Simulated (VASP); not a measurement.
Input of a VASP 6.6.1 run:

INCAR

```
SYSTEM = WS2
PREC = Accurate ; ENCUT = 600
EDIFF = 1E-6 ; ISMEAR = 0
SIGMA = 0.03 ; LREAL = .False.
LASPH = .True. ; NELM = 120
ALGO = Normal ; ISIF = 3
LWAVE = .False. ; LCHARG = .False.
GGA = CA ; IBRION = 2
NSW = 60 ; EDIFFG = -0.005
LATTICE_CONSTRAINTS = .TRUE. .TRUE. .FALSE. ; KPAR = 2
```

The input KPOINTS:

```
Automatic mesh
0
Gamma
  12 12 1
  0 0 0
```

Contents of POSCAR:

```
WS2
1.0
    3.1700000000      0.0000000000      0.0000000000
   -1.5850000000      2.7453005300      0.0000000000
    0.0000000000      0.0000000000     19.1400000000
S W
2 1
Direct
    0.6666670000      0.3333330000      0.4179728300
    0.6666670000      0.3333330000      0.5820271700
    0.3333330000      0.6666670000      0.5000000000
```

Potentials or basis: VASP PAW LDA potentials, release 64 (S, W_sv).

The run is started by

```bash
$ cat potpaw_LDA.64/S/POTCAR potpaw_LDA.64/W_sv/POTCAR > POTCAR
$ mpirun -np 2 vasp_std > vasp.out
```

Question: Estimate the relaxed volume.

Answer: 54.05 Å³/atom.

Question: What does it give for the band gap on the k mesh?

Answer: 1.99 eV, direct.

The path:
```csv
step,energy change (eV),largest force (eV/Å),pressure (GPa),volume (Å³)
1,0.0000,0.4711,-1.66,166.57
2,0.0265,0.7590,2.62,156.82
3,-0.0287,0.0155,-0.01,162.39
4,-0.0287,0.0256,0.01,162.31
5,-0.0287,0.0116,0.01,162.22
6,-0.0287,0.0020,0.00,162.16
```

Caveat: spin-orbit coupling is left out, which moves the levels of the heavy elements. Expect the measured gap to be larger: semilocal functionals such as LDA lack the derivative discontinuity.
